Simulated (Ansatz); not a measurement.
Theory: DFT PBE, scalar-relativistic, plane waves, PAW (Ansatz 0.2.0). All cells share a 420 eV cutoff and Γ-centred k meshes spaced at most about 0.3 Å⁻¹ (about 0.25 or finer for metals, 2π included). No spin polarisation in the final relaxations.

Temperature and zero-point effects are left out.

Compare these two cells of TiSi2, each relaxed at this level.

A.

```
CELL_PARAMETERS angstrom
2.76450 0.00000 0.00000
0.00000 2.76450 0.00000
0.00000 0.00000 5.99023
ATOMIC_POSITIONS crystal
Ti 0.50000 0.50000 0.50000
Si 0.00000 0.00000 0.80344
Si 0.00000 0.00000 0.19656
```

B.

```
CELL_PARAMETERS angstrom
0.00000 4.13524 4.27947
2.40383 0.00000 4.27947
2.40383 4.13524 0.00000
ATOMIC_POSITIONS crystal
Ti 0.75000 0.75000 0.75000
Ti 0.50000 0.50000 0.50000
Si 0.08684 0.41316 0.08684
Si 0.41316 0.08684 0.41316
Si 0.16316 0.83684 0.16316
Si 0.83684 0.16316 0.83684
```

Question: Which is lower in energy, and by how much?

Answer: B is lower, by 176 meV/atom. A has space group P4/mmm (No. 123), 15.3 Å³/atom and no gap on its mesh; B has space group Fddd (No. 70), 14.2 Å³/atom and no gap. Counting Si atoms around Ti (those within 1.25 times the shortest such distance or 1.15 times the sum of covalent radii, 1.27 where that leaves under three), A has Ti 8 and B has Ti 10. A holds Si–Si pairs (shortest 2.35 Å); B holds Si–Si chains (shortest 2.53 Å). The denser one is the lower, and pressure would at first widen the difference. In A, Ti has 8 Si at 2.67 Å and 4 Ti at 2.76 Å; Si has 1 Si at 2.35 Å, 4 Ti at 2.67 Å and 4 Si at 2.76 Å. In B, around Ti lie 4 Si at 2.56 Å, 6 Si at 2.76–2.79 Å and 4 Ti at 3.21 Å; Si is surrounded by 2 Si at 2.53 Å, 2 Ti at 2.56 Å, 3 Si at 2.70–2.80 Å, 3 Ti at 2.76–2.79 Å and 4 Si at 3.21 Å. Origin: A was invented; B is a cell as deposited in COD, relaxed. A third cell relaxed alike, in Cmcm (a Materials Project cell), lies 7 meV/atom below the lower of the two.

Cells relaxed within their symmetry can be saddle points.

The preference for B probably reflects better Ti d–Si p bonding in a dense, metallic framework. A keeps a Si–Si pair at 2.35 Å, essentially the single bond of elemental silicon, but its short square repeat also forces Ti–Ti contacts of 2.76 Å, tighter than in titanium metal. B relaxes the Ti–Ti contacts to 3.21 Å and brings four Si to 2.56 Å from each Ti. Its Si–Si links of 2.53 Å are stretched, so the chains are better seen as part of a delocalised network than as localised covalent bonds. One strong Si–Si bond evidently doesn't make up for the poorer arrangement around it.

The large gap to A rules out that invented cell as a competitor, but doesn't make B the ground state, since the Cmcm cell is lower still. That order runs against experiment, where the Fddd form is the equilibrium disilicide and the Cmcm form typically a metastable precursor in thin films. A difference of 7 meV/atom is small enough for the functional's error or missing vibrational entropy to account for the reversal.
